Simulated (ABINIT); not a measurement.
CrO2, 3 atoms in the cell. It takes space group R-3m (No. 166, trigonal). The conventional cell has a = 2.980 Å, b = 2.980 Å, c = 14.370 Å, α = 90.00°, β = 90.00°, γ = 120.00°. Cr (site symmetry -3m) has 6 O at 1.95 Å as nearest neighbours. O (site symmetry 3m) is surrounded by 3 Cr at 1.95 Å. Measurements of this composition are mostly on another form, of space group No. 136.

| Quantity | Value |
| --- | --- |
| Program | ABINIT 10.8.3 (patched build) |
| Task | single point |
| Functional | PBE |
| Potentials or basis | JTH PAW PBE v2.0 |
| Cutoff | 626 eV |
| k mesh | 10 × 10 × 10 |
| Occupations | fermi-dirac, width 0.05 eV |
| Spin | collinear spin, ferromagnetic start |
| Starting moments | [3.0, 0.0, 0.0] μB |
| Fine-grid cutoff | 1224.51 eV |

Potentials or basis: JTH PAW PBE v2.0.

Run with:

```console
$ abinit run.abi > log 2>&1
```

Hardware: 1 thread of Arm Neoverse V2, on a shared host.

Task: How long does it take, and how much memory?

Result: Wall time 10 min on 1 thread of Arm Neoverse V2, with other jobs on the host, peak memory 0.36 GiB. Counts: scf iterations 22, mpi ranks 1, k points 116, bands 18, plane waves 1328.
